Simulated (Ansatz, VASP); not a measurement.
# One calculation of MgO, two programs

```
Mg O
1.0
     2.92889    0.00000    0.00000
    -1.46445    2.53650    0.00000
     0.00000    0.00000    5.11237
Mg O
2 2
Direct
  0.00000 0.00000 0.00000
  0.00000 0.00000 0.50000
  0.33333 0.66667 0.25000
  0.66667 0.33333 0.75000
```

Alike in both runs: functional PBEsol; k mesh 12 × 12 × 6; occupations gaussian, width 0.02 eV; no spin polarisation.

Ansatz relaxed the structure, and its values are those at the end. VASP's run is a single point on that final structure, the one shown.

|  | VASP | Ansatz |
| --- | --- | --- |
| version | VASP 6.6.1 | Ansatz 0.2.0 |
| potentials or method | VASP PAW PBE potentials, release 64 (Mg, O) | scalar-relativistic, plane waves, PAW |
| plane-wave cutoff (eV) | 520 | 420 |
| valence electrons in the cell | 16 | 32 |

VASP gave:

```
gap on the k mesh at the Fermi level (eV) : 4.27
least direct gap on the mesh (eV)         : 4.27
pressure (GPa)                            : -0.4
```

Problem. What did Ansatz give for the same quantities?

Solution. gap on the k mesh at the Fermi level (eV): 4.27; least direct gap on the mesh (eV): 4.27; pressure (GPa): 0.0.

With one functional, cell and mesh, what is left measures potentials, basis and numerics. The two sets of potentials don't hold the same shells in valence.

Caveats: the PAW data sets were made with another functional, which shifts forces and pressure a little (VASP). A k mesh can miss the band edges.
